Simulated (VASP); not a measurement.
Input of a VASP 6.6.1 run:

The input INCAR:

```
  ALGO = Normal
  EDIFF = 1E-7
  ENCUT = 520
  GGA = PE
  ISIF = 2
  ISMEAR = -1
  LASPH = T
  LCHARG = T
  LELF = T
  LREAL = F
  LVHAR = T
  LWAVE = F
  NBANDS = 19
  NELM = 100
  PREC = Accurate
  SIGMA = 0.1
```

KPOINTS

```
k-points
0
Gamma
  6 6 6
```

File POSCAR:

```
Zn
1.0
    0.0000000000      2.5930490000      2.5930490000
    2.5930490000      0.0000000000      2.5930490000
    2.5930490000      2.5930490000      0.0000000000
Zn
2
Direct
    0.0000000000      0.0000000000      0.0000000000
    0.2500000000      0.2500000000      0.2500000000
```

Potentials or basis: VASP PAW PBE potentials, release 64 (Zn).

Run with:

```console
$ cat potpaw_PBE.64/Zn/POTCAR > POTCAR
$ mpirun -np 1 vasp_std > vasp.out
```

Predict the pressure.

23.4 GPa.

What does it give for the band gap on the k mesh?

None (metal or under the smearing width).

Caveat: so large a pressure means that the cell lies far from this level's equilibrium, or that cutoff or potentials fall short.
